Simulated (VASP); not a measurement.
# MgTe (F-43m) in VASP: further runs

One crystal, MgTe, is run at these levels: PBE+D3, MS2, PBE, PBEsol; tasks: chemical shielding, band structure, QSGW0 quasiparticle levels, G0W0 quasiparticle levels, evGW0 quasiparticle levels.

Everything below comes from runs of VASP 6.6.1. Logs are shortened: lines on timing, memory, paths and dates and some standing lists are left out, and cuts for length are marked.

## (1) The structure

Symmetry: F-43m, No. 216, cubic system. The conventional cell has a = 6.464 Å, b = 6.464 Å, c = 6.464 Å, α = 90.00°, β = 90.00°, γ = 90.00°. Around Te (site symmetry -43m) lie 4 Mg at 2.80 Å. Around Mg (site symmetry -43m) lie 4 Te at 2.80 Å.

The cell comes from a database or a generator and needn't be the stable form of this composition.

## (2) Chemical shielding, PBE+D3

Contents of INCAR:

```
PREC = Accurate
ENCUT = 520
EDIFF = 1E-8
ISMEAR = -1
SIGMA = 0.05
LREAL = False
LASPH = True
NELM = 80
ALGO = Normal
ISIF = 2
LWAVE = False
LCHARG = False
GGA = PE
IVDW = 11
LCHIMAG = True
DQ = 0.001
ICHIBARE = 1
LNMR_SYM_RED = True
```

Contents of KPOINTS:

```
Automatic mesh
0
Gamma
  7 7 7
```

Contents of POSCAR:

```
MgTe
4.5707
    0.000000000000      0.707112438773      0.707112438773
    0.707112438773      0.000000000000      0.707112438773
    0.707112438773      0.707112438773      0.000000000000
Te Mg
1 1
Direct
    0.2500000000      0.2500000000      0.2500000000
    0.0000000000      0.0000000000      0.0000000000
```

Potentials or basis: VASP PAW PBE potentials, release 64 (Te, Mg).

Run with:

```console
cat potpaw_PBE.64/Te/POTCAR potpaw_PBE.64/Mg/POTCAR > POTCAR
mpirun -np 1 vasp_std > vasp.out
```

OUTCAR:

```text
PREC = Accurate
   ENCUT = 520
   EDIFF = 1E-8
   ISMEAR = -1
   LREAL = False
   LASPH = True
   NELM = 80
   ISIF = 2
   GGA = PE
   IVDW = 11
 IVDW          = 11

 ion  position               nearest neighbor table
   1  0.250  0.250  0.250-   2 2.80   2 2.80   2 2.80   2 2.80
   2  0.000  0.000  0.000-   1 2.80   1 2.80   1 2.80   1 2.80

  LATTYP: Found a face centered cubic cell.
 ALAT       =     6.4639976478

  Lattice vectors:

 A1 = (   0.0000000000,   3.2319988239,   3.2319988239)
 A2 = (   3.2319988239,   0.0000000000,   3.2319988239)
 A3 = (   3.2319988239,   3.2319988239,   0.0000000000)

Analysis of symmetry for initial positions (statically):
=====================================================================
 Subroutine PRICEL returns:
 Original cell was already a primitive cell.

 Routine SETGRP: Setting up the symmetry group for a
 face centered cubic supercell.

 Subroutine GETGRP returns: Found 24 space group operations
 (whereof 24 operations were pure point group operations)
 out of a pool of 48 trial point group operations.

The static configuration has the point symmetry T_d .

Analysis of symmetry for dynamics (positions and initial velocities):
=====================================================================
 Subroutine PRICEL returns:
 Original cell was already a primitive cell.

 Routine SETGRP: Setting up the symmetry group for a
 face centered cubic supercell.

 Subroutine GETGRP returns: Found 24 space group operations
 (whereof 24 operations were pure point group operations)
 out of a pool of 48 trial point group operations.

The dynamic configuration has the point symmetry T_d .

 Subroutine INISYM returns: Found 24 space group operations
 (whereof 24 operations are pure point group operations),
 and found     1 'primitive' translations

----------------------------------------------------------------------------------------

                                     Primitive cell

  volume of cell :      67.5217

  direct lattice vectors                    reciprocal lattice vectors
     0.000000000  3.231998824  3.231998824    -0.154703027  0.154703027  0.154703027
     3.231998824  0.000000000  3.231998824     0.154703027 -0.154703027  0.154703027
     3.231998824  3.231998824  0.000000000     0.154703027  0.154703027 -0.154703027

  length of vectors
     4.570736570  4.570736570  4.570736570     0.267953502  0.267953502  0.267953502

  position of ions in fractional coordinates (direct lattice)
     0.250000000  0.250000000  0.250000000
     0.000000000  0.000000000  0.000000000

  ion indices of the primitive-cell ions
   primitive index   ion index
                 1           1
                 2           2

----------------------------------------------------------------------------------------

 KPOINTS: Automatic mesh

Automatic generation of k-mesh.
 Grid dimensions read from file:
 generate k-points for:    7    7    7

 Generating k-lattice:

  Cartesian coordinates                     Fractional coordinates (reciprocal lattice)
    -0.022100432  0.022100432  0.022100432     0.142857143  0.000000000  0.000000000
     0.022100432 -0.022100432  0.022100432     0.000000000  0.142857143  0.000000000
[... 77 lines left out ...]
   LORBIT       =      0    0 simple, 1 ext, 2 COOP (PROOUT), +10 PAW based schemes
   GGA     = PE    functional components
   LHFCALC =     F    Hartree Fock is set to
   AEXX    =    0.0000 exact exchange contribution
   IVDW    =    11    specifies the selected vdW correction
   LEPSILON=     F    determine dielectric tensor
   LRPA    =     F    only Hartree local field effects (RPA)
 non-spin polarized calculation
  energy-cutoff  :      520.00
  volume of cell :       67.52
 maximum number of plane-waves:      1841
 NGX is ok and might be reduce to    36
   NGX = 17   NGY = 17   NGZ = 17

 number of electron       8.0000000 magnetization

 Free energy of the ion-electron system (eV)
  ---------------------------------------------------
  ext. energy  EPLUGINS =         0.00000000
  ---------------------------------------------------
  free energy    TOTEN  =        -6.40052561 eV

  energy without entropy =       -6.40052561  energy(sigma->0) =       -6.40052561

 E-fermi :   2.8966     XC(G=0):  -7.8417

 val. band max:        1.8718233007   @ k =   0.0000   0.0000   0.0000
 cond. band min:       4.2828485534   @ k =   0.0000   0.0000   0.0000
 fundamental gap:      2.4110252527
 Fermi energy:         2.8965682534

 k-point     1 :       0.0000    0.0000    0.0000
  band No.  band energies     occupation
      1      -8.3055      2.00000
      2       1.8718      2.00000
      3       1.8718      2.00000
      4       1.8718      2.00000
      5       4.2828      0.00000
      6       7.3197      0.00000
      7       7.3197      0.00000
      8       7.3197      0.00000
[... 199 lines left out ...]
 k-point    20 :      -0.2857    0.4286    0.1429
  band No.  band energies     occupation
      1      -7.5294      2.00000
      2      -0.8397      2.00000
      3      -0.0758      2.00000
      4       0.6789      2.00000
      5       6.0728      0.00000
      6       7.4154      0.00000
      7       8.3624      0.00000
      8       8.7581      0.00000

 Edisp (eV)   -0.44446

 E8    (eV) :    -0.2590

  FORCE on cell =-STRESS in cart. coord.  units (eV):
  Direction    XX          YY          ZZ          XY          YZ          ZX
  --------------------------------------------------------------------------------------
  -------------------------------------------------------------------------------------
  Total      -0.27018    -0.27018    -0.27018    -0.00000     0.00000    -0.00000
  in kB      -6.41101    -6.41101    -6.41101    -0.00000     0.00000    -0.00000
  external pressure =       -6.41 kB  Pullay stress =        0.00 kB

 VOLUME and BASIS-vectors are now :
 -----------------------------------------------------------------------------
  energy-cutoff  :      520.00
  volume of cell :       67.52
      direct lattice vectors                 reciprocal lattice vectors
     0.000000000  3.231998824  3.231998824    -0.154703027  0.154703027  0.154703027
     3.231998824  0.000000000  3.231998824     0.154703027 -0.154703027  0.154703027
     3.231998824  3.231998824  0.000000000     0.154703027  0.154703027 -0.154703027

 POSITION                                       TOTAL-FORCE (eV/Angst)
 -----------------------------------------------------------------------------------
      1.61600      1.61600      1.61600         0.000000      0.000000      0.000000
      0.00000      0.00000      0.00000        -0.000000     -0.000000     -0.000000
 -----------------------------------------------------------------------------------
    total drift:                                0.000000      0.000000      0.000000

  FREE ENERGIE OF THE ION-ELECTRON SYSTEM (eV)
  ---------------------------------------------------
  free  energy   TOTEN  =        -6.8449844181 eV

  energy  without entropy=       -6.8449844181  energy(sigma->0) =       -6.84498442

------------------------ aborting loop because EDIFF is reached ----------------------------------------

  Approximate magnetic susceptibility, pGv (10^-6 cm^3/mole)
     1        -50.495639         -0.000000          0.000000
     2          0.000000        -50.495639          0.000000
     3         -0.000000         -0.000000        -50.495639
 -------------------------------------------------------------
  Approximate magnetic susceptibility, vGv (10^-6 cm^3/mole)
     1        -50.507734         -0.000000         -0.000000
     2          0.000000        -50.507734          0.000000
     3         -0.000000          0.000000        -50.507734

         principal value                      axis
       (10^-6 cm^3/mole)           x,          y,          z
      --------------------------------------------------------
              -50.507734      1.0000      0.0055      0.0000
              -50.507734      0.0000      0.0000      1.0000
              -50.507734      0.0055     -1.0000      0.0000
 -------------------------------------------------------------

 -------------------------------------------------------------
  G=0 CONTRIBUTION TO CHEMICAL SHIELDING (field along BDIR)
  using pGv susceptibility, excluding core contribution
 -------------------------------------------------------------
   BDIR                X                 Y                 Z
 -------------------------------------------------------------
     1         10.403463          0.000000         -0.000000
     2          0.000000         10.403463          0.000000
     3          0.000000          0.000000         10.403463
 -------------------------------------------------------------

  Core NMR properties

  typ  El   Core shielding (ppm)
 ----------------------------
    1  Te    5565.0004592
    2  Mg     695.6707301
 ----------------------------

  Core contribution to magnetic susceptibility:    -18.97  10^-6 cm^3/mole
 --------------------------------------------------------------------------

  CSA tensor (J. Mason, Solid State Nucl. Magn. Reson. 2, 285 (1993))
  for chemical shielding  (including the isotropic core contribution)

  BDIR labels direction of applied magnetic field (i.e. B0)
  For BDIR==1, B0 along x-axis, etc.
  Induced field listed along cartesian directions for each BDIR
 ------------------------------------------------------------------------------------------
                 EXCLUDING G=0 CONTRIBUTION              INCLUDING G=0 CONTRIBUTION
 ------------------------------------------------------------------------------------------
  ion  BDIR            X           Y           Z                X           Y           Z
          (   iso_shield        span        skew ) (   iso_shield        span        skew )
 ------------------------------------------------------------------------------------------
    1     1    3698.4897      0.0000      0.0000        3712.8022      0.0000     -0.0000
          2       0.0000   3698.4897      0.0000           0.0000   3712.8022      0.0000
          3      -0.0000     -0.0000   3698.4897          -0.0000     -0.0000   3712.8022
          (    3698.4897      0.0000      0.0000 ) (    3712.8022      0.0000      0.0000 )

    2     1     479.9527     -0.0000      0.0000         494.2653     -0.0000      0.0000
          2      -0.0000    479.9527      0.0000          -0.0000    494.2653      0.0000
          3      -0.0000     -0.0000    479.9527          -0.0000     -0.0000    494.2653
          (     479.9527      0.0000      0.0000 ) (     494.2653      0.0000      0.0000 )
 ------------------------------------------------------------------------------------------
  IF SPAN.EQ.0, THEN SKEW IS ILL-DEFINED
 ------------------------------------------------------------------------------------------
```

Run time: 4.6 min. Hardware: 1 thread of Intel Xeon Platinum 8488C (Sapphire Rapids), shared host; peak memory 0.27 GiB.

Results:

```
Dispersion energy per atom : -0.222 eV
```

Chemical shielding (ppm):
| atom | isotropic | span | skew |
| --- | --- | --- | --- |
| 1 Te | 3713 | 0 | 0.00 |
| 2 Mg | 494 | 0 | 0.00 |

Spin-orbit coupling is left out, which matters for the levels of Te.

## (3) Band structure, MS2, spin-orbit coupling, no magnetisation

Contents of INCAR:

```
SYSTEM = MgTe
PREC = Accurate ; ENCUT = 800
EDIFF = 1E-5 ; ISMEAR = 0
SIGMA = 0.05 ; LREAL = .False.
LASPH = .True. ; NELM = 80
ALGO = Normal ; ISIF = 2
LWAVE = .False. ; LCHARG = .False.
MAGMOM = 0 0 0 0 0 0 ; LORBIT = 11
LSORBIT = .True. ; GGA_COMPAT = .False.
METAGGA = MS2 ; LMIXTAU = .True.
```

Contents of KPOINTS:

```
regular mesh
0
Gamma
  5 5 5
  0 0 0
```

Contents of POSCAR:

```
MgTe
1.0
    0.0000000000      3.2319988239      3.2319988239
    3.2319988239      0.0000000000      3.2319988239
    3.2319988239      3.2319988239      0.0000000000
Te Mg
1 1
Cartesian
    1.6159994120      1.6159994120      1.6159994120
    0.0000000000      0.0000000000      0.0000000000
```

Contents of KPOINTS_OPT:

```
path GXWKGLUWLK,UX
10
line-mode
reciprocal
 0.0000000000  0.0000000000  0.0000000000  G
 0.5000000000  0.0000000000  0.5000000000  X

 0.5000000000  0.0000000000  0.5000000000  X
 0.5000000000  0.2500000000  0.7500000000  W

 0.5000000000  0.2500000000  0.7500000000  W
 0.3750000000  0.3750000000  0.7500000000  K

 0.3750000000  0.3750000000  0.7500000000  K
 0.0000000000  0.0000000000  0.0000000000  G

 0.0000000000  0.0000000000  0.0000000000  G
 0.5000000000  0.5000000000  0.5000000000  L

 0.5000000000  0.5000000000  0.5000000000  L
 0.6250000000  0.2500000000  0.6250000000  U

 0.6250000000  0.2500000000  0.6250000000  U
 0.5000000000  0.2500000000  0.7500000000  W

 0.5000000000  0.2500000000  0.7500000000  W
 0.5000000000  0.5000000000  0.5000000000  L

 0.5000000000  0.5000000000  0.5000000000  L
 0.3750000000  0.3750000000  0.7500000000  K

 0.6250000000  0.2500000000  0.6250000000  U
 0.5000000000  0.0000000000  0.5000000000  X
```

Potentials or basis: VASP PAW PBE potentials, release 54 (Te, Mg).

Run with:

```console
cat potpaw_PBE.54/Te/POTCAR potpaw_PBE.54/Mg/POTCAR > POTCAR
mpirun -np 1 vasp_ncl > vasp.out
```

OUTCAR:

```text
SYSTEM = MgTe
   PREC = Accurate
   ENCUT = 800
   EDIFF = 1E-5
   ISMEAR = 0
   LREAL = .False.
   LASPH = .True.
   NELM = 80
   ISIF = 2
   LORBIT = 11
   LSORBIT = .True.
   METAGGA = MS2

 ion  position               nearest neighbor table
   1  0.250  0.250  0.250-   2 2.80   2 2.80   2 2.80   2 2.80
   2  0.000  0.000  0.000-   1 2.80   1 2.80   1 2.80   1 2.80

  LATTYP: Found a face centered cubic cell.
 ALAT       =     6.4639976478

  Lattice vectors:

 A1 = (   0.0000000000,   3.2319988239,   3.2319988239)
 A2 = (   3.2319988239,   0.0000000000,   3.2319988239)
 A3 = (   3.2319988239,   3.2319988239,   0.0000000000)

Analysis of symmetry for initial positions (statically):
=====================================================================
 Subroutine PRICEL returns:
 Original cell was already a primitive cell.

 Routine SETGRP: Setting up the symmetry group for a
 face centered cubic supercell.

 Subroutine GETGRP returns: Found 24 space group operations
 (whereof 24 operations were pure point group operations)
 out of a pool of 48 trial point group operations.

The static configuration has the point symmetry T_d .

Analysis of symmetry for dynamics (positions and initial velocities):
=====================================================================
 Subroutine PRICEL returns:
 Original cell was already a primitive cell.

 Routine SETGRP: Setting up the symmetry group for a
 face centered cubic supercell.

 Subroutine GETGRP returns: Found 24 space group operations
 (whereof 24 operations were pure point group operations)
 out of a pool of 48 trial point group operations.

The dynamic configuration has the point symmetry T_d .

Analysis of structural, dynamic, and magnetic symmetry:
=====================================================================
[... 448 lines left out ...]
      1.61600      1.61600      1.61600        -0.000000     -0.000000     -0.000000
      0.00000      0.00000      0.00000         0.000000      0.000000      0.000000
 -----------------------------------------------------------------------------------
    total drift:                                0.000000      0.000000      0.000000

  FREE ENERGIE OF THE ION-ELECTRON SYSTEM (eV)
  ---------------------------------------------------
  free  energy   TOTEN  =        -5.8837912109 eV

  energy  without entropy=       -5.8837912109  energy(sigma->0) =       -5.88379121

 Spin-Orbit-Coupling matrix elements

 Ion:    1  E_soc:     -0.1658568
 l=   1
     0.0000000    -0.0275887    -0.0275887
    -0.0275887     0.0000000    -0.0275887
    -0.0275887    -0.0275887     0.0000000
 l=   2
     0.0000000    -0.0000264     0.0000000    -0.0000264    -0.0000277
    -0.0000264     0.0000000    -0.0000208    -0.0000264    -0.0000069
     0.0000000    -0.0000208     0.0000000    -0.0000208     0.0000000
    -0.0000264    -0.0000264    -0.0000208     0.0000000    -0.0000069
    -0.0000277    -0.0000069     0.0000000    -0.0000069     0.0000000
 l=   3
     0.0000000     0.0000000     0.0000000     0.0000000     0.0000000     0.0000000     0.0000000
     0.0000000     0.0000000     0.0000000     0.0000000     0.0000000     0.0000000     0.0000000
     0.0000000     0.0000000     0.0000000     0.0000000     0.0000000     0.0000000     0.0000000
     0.0000000     0.0000000     0.0000000     0.0000000     0.0000000     0.0000000     0.0000000
     0.0000000     0.0000000     0.0000000     0.0000000     0.0000000     0.0000000     0.0000000
     0.0000000     0.0000000     0.0000000     0.0000000     0.0000000     0.0000000     0.0000000
     0.0000000     0.0000000     0.0000000     0.0000000     0.0000000     0.0000000     0.0000000

 Ion:    2  E_soc:     -0.0001418
 l=   1
     0.0000000    -0.0000235    -0.0000235
    -0.0000235     0.0000000    -0.0000235
    -0.0000235    -0.0000235     0.0000000
 l=   2
     0.0000000    -0.0000001     0.0000000    -0.0000001    -0.0000000
    -0.0000001     0.0000000    -0.0000000    -0.0000001    -0.0000000
     0.0000000    -0.0000000     0.0000000    -0.0000000     0.0000000
    -0.0000001    -0.0000001    -0.0000000     0.0000000    -0.0000000
    -0.0000000    -0.0000000     0.0000000    -0.0000000     0.0000000
 l=   3
     0.0000000     0.0000000     0.0000000     0.0000000     0.0000000     0.0000000     0.0000000
     0.0000000     0.0000000     0.0000000     0.0000000     0.0000000     0.0000000     0.0000000
     0.0000000     0.0000000     0.0000000     0.0000000     0.0000000     0.0000000     0.0000000
     0.0000000     0.0000000     0.0000000     0.0000000     0.0000000     0.0000000     0.0000000
     0.0000000     0.0000000     0.0000000     0.0000000     0.0000000     0.0000000     0.0000000
     0.0000000     0.0000000     0.0000000     0.0000000     0.0000000     0.0000000     0.0000000
     0.0000000     0.0000000     0.0000000     0.0000000     0.0000000     0.0000000     0.0000000

 total charge

# of ion       s       p       d       tot
------------------------------------------
    1        1.327   2.202   0.012   3.541
    2        0.170   0.130   0.023   0.322
--------------------------------------------------
tot          1.496   2.332   0.036   3.863

 magnetization (x)

# of ion       s       p       d       tot
------------------------------------------
    1        0.000  -0.000   0.000  -0.000
    2       -0.000  -0.000   0.000  -0.000
--------------------------------------------------
tot         -0.000  -0.000   0.000  -0.000

 magnetization (y)

# of ion       s       p       d       tot
------------------------------------------
    1        0.000  -0.000  -0.000  -0.000
    2       -0.000   0.000  -0.000  -0.000
--------------------------------------------------
tot         -0.000  -0.000  -0.000  -0.000

 magnetization (z)

# of ion       s       p       d       tot
------------------------------------------
    1        0.000  -0.000  -0.000  -0.000
    2        0.000   0.000  -0.000   0.000
--------------------------------------------------
tot          0.000  -0.000  -0.000   0.000
```

Wall time 21 min (1 thread of Intel Xeon Platinum 8488C (Sapphire Rapids), shared host); peak memory 0.68 GiB.

What came out:

* Free energy: -5.8838 eV
* Pressure: -0.1 GPa
* Valence electrons inside the program's atomic spheres: Te 3.54; Mg 0.32

Caveat: the PAW data sets were made with another functional, which shifts forces and pressure a little.

(Continued in part 2 of 4.)
